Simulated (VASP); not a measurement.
# KMgF₃: convergence, self-consistent run

KMgF₃, Pm-3m (no. 221), 5 atoms in the cell. PBE; PAW potentials K_sv, Mg, F (PBE set). VASP 6.6.1.

Wanted: levels at the zone centre within 0.05 eV.

What the run is for: levels; Accuracy asked: screening.

Levels at the zone centre: counted from the valence top at that point.

POSCAR:
```
KMgF3
1.0
    3.9859000000      0.0000000000      0.0000000000
    0.0000000000      3.9859000000      0.0000000000
    0.0000000000      0.0000000000      3.9859000000
K Mg F
1 1 3
Direct
    0.5000000000      0.5000000000      0.5000000000
    0.0000000000      0.0000000000      0.0000000000
    0.0000000000      0.0000000000      0.5000000000
    0.0000000000      0.5000000000      0.0000000000
    0.5000000000      0.0000000000      0.0000000000
```

The series start from Plane-wave cutoff (eV): 520; k-point mesh: 6 × 6 × 6; Aspherical gradient terms in the spheres (LASPH): yes; Electronic algorithm: ALGO=Normal; Delay and inner steps: defaults. Each series keeps the choices made before it, and each single choice may use up half of a tolerance.

## Plane-wave cutoff (eV)

| Plane-wave cutoff (eV) | Levels at the zone centre, largest deviation (eV) | SCF iterations | Time (s) |
|---|---|---|---|
| 320 | 0.060 | 13 | 6.4 |
| 400 | 0.025 | 13 | 9.0 |
| 460 | 0.000 | 13 | 9.0 |
| 520 | 0.005 | 13 | 11 |
| 600 | 0.003 | 13 | 12 |
| 700 | 0.002 | 13 | 18 |
| 840 (reference) | 0.000 | 13 | 27 |

Chosen: 400, the loosest value from which every tighter one stays within half of the tolerance.

## k-point mesh

| k-point mesh | Levels at the zone centre, largest deviation (eV) | SCF iterations | Time (s) |
|---|---|---|---|
| 2 × 2 × 2 | 0.002 | 13 | 4.2 |
| 3 × 3 × 3 | 0.001 | 13 | 4.2 |
| 4 × 4 × 4 | 0.001 | 13 | 6.5 |
| 5 × 5 × 5 | 0.000 | 13 | 6.5 |
| 6 × 6 × 6 | 0.001 | 13 | 9.0 |
| 7 × 7 × 7 | 0.000 | 13 | 9.7 |
| 9 × 9 × 9 (reference) | 0.000 | 13 | 16 |

Chosen: 2 × 2 × 2.

## Aspherical gradient terms in the spheres (LASPH)

| Aspherical gradient terms in the spheres (LASPH) | Levels at the zone centre, largest deviation (eV) | SCF iterations | Time (s) |
|---|---|---|---|
| yes | 0.000 | 13 | 4.2 |
| no | 0.000 | 13 | 2.7 |

Chosen: yes; no would be accurate enough too and is faster here.

## Electronic algorithm

| Electronic algorithm | Levels at the zone centre, largest deviation (eV) | SCF iterations | Time (s) |
|---|---|---|---|
| ALGO=Normal | 0.000 | 13 | 4.2 |
| ALGO=Fast | 0.000 | 18 | 5.8 |
| ALGO=VeryFast | 0.000 | 26 | 6.9 |
| ALGO=All ISEARCH=1 | 0.000 | 18 | 7.9 |
| ALGO=All ISEARCH=0 | 0.000 | 18 | 7.6 |
| ALGO=Damped TIME=0.4 | 0.000 | 37 | 9.6 |
| ALGO=Damped TIME=0.1 | 0.000 | 80 | 20 |

Chosen: ALGO=Normal; no other choice that stays within half of the tolerance saves 30 % of the time.

## Delay and inner steps

| Delay and inner steps | Levels at the zone centre, largest deviation (eV) | SCF iterations | Time (s) |
|---|---|---|---|
| defaults | 0.000 | 13 | 4.2 |
| NELMDL=-2 | 0.000 | 13 | 4.4 |
| NELMDL=-8 | 0.000 | 16 | 4.1 |
| NELMDL=-12 | 0.000 | 20 | 4.4 |
| NRMM=2 | 0.000 | 13 | 3.7 |
| NRMM=6 | 0.000 | 12 | 3.7 |
| WEIMIN=0.001 | 0.000 | 13 | 3.8 |

Chosen: defaults.

## All choices together

| Input | Levels at the zone centre, largest deviation (eV) | Time (s) |
|---|---|---|
| the program's defaults (naive) | 0.030 | 2.2 |
| chosen settings | 0.022 | 4.2 |
| reference settings throughout | 0.000 | 40 |

The tolerance is met.

Values of the reference run: Levels at the zone centre: 0, 0, 7.633 eV from the valence top at Gamma.

## The input

INCAR:
```
SYSTEM = KMgF3
  ALGO = Normal
  EDIFF = 1E-6
  EFERMI = MIDGAP
  ENCUT = 400
  GGA = PE
  GGA_COMPAT = .False.
  ISIF = 2
  ISMEAR = 0
  LASPH = .True.
  LCHARG = .False.
  LREAL = .False.
  LWAVE = .False.
  NELM = 120
  PREC = Accurate
  SIGMA = 0.03
```

KPOINTS:
```
Automatic mesh
0
Gamma
  2 2 2
  0 0 0
```

Commands:
```
cat potpaw_PBE.64/K_sv/POTCAR potpaw_PBE.64/Mg/POTCAR potpaw_PBE.64/F/POTCAR > POTCAR
mpirun -np 1 vasp_std > vasp.out
```

The naive input happens to agree within the tolerance here, in 2.2 s.

The chosen input took VASP 6.6.1 4.2 s on 1 core (AMD EPYC 9R45 (Zen 5)), a shared host.

## An input that fails: damping step far too long

The electronic loop stops at its limit of 63 steps.

Changes against the starting input:
```
- ALGO = Normal
- NELM = 120
+ ALGO = Damped
+ NELM = 63
+ TIME = 4.0
```
